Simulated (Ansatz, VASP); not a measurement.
AlNi3: VASP beside Ansatz

```xyz
4
Lattice="0.0000 2.8019 2.8019 2.8019 0.0000 2.8019 2.8019 2.8019 0.0000" Properties=species:S:1:pos:R:3 pbc="T T T"
Al    2.8019    2.8019    2.8019
Ni    1.4009    1.4009    1.4009
Ni    0.0000    0.0000    0.0000
Ni    4.2028    4.2028    4.2028
```

Alike in both runs: task single point; functional r2SCAN; k mesh 1 × 1 × 1; occupations gaussian, width 0.1 eV; no spin polarisation.

|  | VASP | Ansatz |
| --- | --- | --- |
| version | VASP 6.6.1 | Ansatz 0.2.0 |
| potentials or method | VASP PAW PBE potentials, release 64 (Al, Ni) | scalar-relativistic, plane waves, PAW |
| plane-wave cutoff (eV) | 520 | 500 |
| valence electrons in the cell | 33 | 57 |

```tsv
	VASP	Ansatz	Ansatz less VASP
pressure (GPa)	3.9	3.7	-0.29
```

The two sets of potentials don't hold the same shells in valence.

Caveats: the k mesh is coarse (spacing up to 1.94 Å⁻¹), so the values aren't converged; the PAW data sets were made with another functional, which shifts forces and pressure a little (VASP). Spin polarisation is off, so any magnetic state and its effect on volume and gap are missing.
